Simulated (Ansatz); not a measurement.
## Ge: pressure against volume

Ge, P6_3/mmc, a = 4.004 Å, c = 13.145 Å. This isn't the element's structure at ambient conditions. Ansatz: PBEsol, PAW, 420 eV, Γ-centred 12×12×4 mesh on 8 atoms, Gaussian smearing 0.10 eV; no spin polarisation. Shape and atoms are relaxed at each volume; pressure is positive in compression.

```
V (Å³/atom) P (GPa)
     21.446        ?
     22.131     2.20
     22.815     0.00
     23.500    -1.86
     24.184    -3.43
```

Q: Take V0 = 22.815 Å³/atom, fit the third-order Birch–Murnaghan form to the other rows, and predict the missing pressure.

A: With the Eulerian strain f = ½[(V0/V)^(2/3) − 1] and y = P/[3f(1 + 2f)^(5/2)], the form is the line y = B0 + 1.5 B0 (B0′ − 4) f. Rows (f, y): 0.01025, 68.0; -0.00976, 66.7; -0.01905, 66.1. Means f = -0.006187, y = 66.933; Σ(Δf)² = 0.0004484, ΣΔfΔy = 0.02909; the slope is their ratio. y = 67.33 + 64.87 f GPa, so B0 = 67.3 GPa and B0′ = 4 + 2 × (64.87)/(3 × 67.33) = 4.64. At V = 21.446, f = 0.02106, y = 68.70 and P = 4.81 GPa. The run gave 4.83 GPa, so the fit is 0.02 GPa too low, a small miss on the scale of the series. The form still works here, 33 % of the fitted range beyond its end.